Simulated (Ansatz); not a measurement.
Runs of Ansatz 0.2.0 on NaCl. It takes space group Pm-3m (No. 221, cubic). Conventional cell: a = 3.502 Å, b = 3.502 Å, c = 3.502 Å, α = 90.00°, β = 90.00°, γ = 90.00°. Cl (site symmetry m-3m) is surrounded by 8 Na at 3.03 Å. Around Na (site symmetry m-3m) lie 8 Cl at 3.03 Å. Measurements of this composition are mostly on another form, of space group No. 225.

| task | level | potentials or basis | cell | cutoff (eV) | smearing | basis error allowed | gap on the mesh (eV) | pressure (GPa) | relaxed volume (Å³/atom) |
| --- | --- | --- | --- | --- | --- | --- | --- | --- | --- |
| relaxation of cell and atoms | revPBE | all-electron LAPW, scalar-relativistic | relaxed | - | fermi-dirac 0.05 eV | 0.001 eV/atom | 4.03 | 0.0 | 22.99 |
| relaxation of cell and atoms | revPBE+D4 | all-electron LAPW, scalar-relativistic | relaxed | - | fermi-dirac 0.05 eV | 0.001 eV/atom | (a) | 0.0 | 21.63 |
| single point | PBEsol+D4 | all-electron LAPW, scalar-relativistic | as given | 140 | fermi-dirac 0.05 eV | 0.001 eV/atom | 3.84 | -1.7 | - |
| Born charges and dielectric tensor | LDA | all-electron PAW datasets made for the crystal | as given | 200 | fixed | - | 3.60 | - | - |
| relaxation of cell and atoms | RPBE | all-electron LAPW, scalar-relativistic | relaxed | - | fermi-dirac 0.05 eV | 0.001 eV/atom | (b) | 0.0 | 23.18 |
| single point | LDA | all-electron LAPW, scalar-relativistic | as given | 141 | gaussian 0.02 eV | 0.001 eV/atom | 3.60 | -3.1 | - |

Alike in all rows: no spin polarisation; k mesh 8 × 8 × 8.

Task: Estimate the missing entries.

Result: (a) 4.22; (b) 4.02.

Caveats: the program warned that the printed levels may be off, so bands, gaps and densities of states are rough (some runs).

A k mesh can miss the band edges.

The runs don't all hold the same shells in valence.

Runs at the PBE level aren't shown here.
